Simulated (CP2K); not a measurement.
InP:

```
In P
1.0
     4.14435    0.00000    0.00000
     2.07218    3.58911    0.00000
     2.07218    1.19637    3.38385
In P
1 1
Direct
  0.00000 0.00000 0.00000
  0.75000 0.75000 0.75000
```

Base run:

```yaml
Program: CP2K 2026.2
Functional: HLE16
Potentials_or_basis: POTENTIAL_UZH In GTH-PBE-q13, P GTH-PBE-q5; TZVP-MOLOPT-PBE-GTH basis
Density_cutoff: 9184 eV
k_mesh: 8 × 8 × 8
Occupations: fermi-dirac, width 0.05 eV
Spin: no spin polarisation
```

Its results: band gap on the k mesh 1.18 eV, direct; pressure -5.6 GPa.

After a change of settings the same cell gave: band gap on the k mesh 0.69 eV, direct; pressure 3.9 GPa. Which change was it?
A. functional from HLE16 to revPBE
B. functional from HLE16 to LDA
C. functional from HLE16 to PBEsol
D. functional from HLE16 to PBE

D.

Caveats: spin-orbit coupling is left out, which moves the levels of the heavy elements; the basis of atomic orbitals isn't converged, which shifts pressures, moduli and gaps; the potentials were made for a functional far from this one (some runs); the potentials were made for another functional, which shifts forces and pressure (some runs).
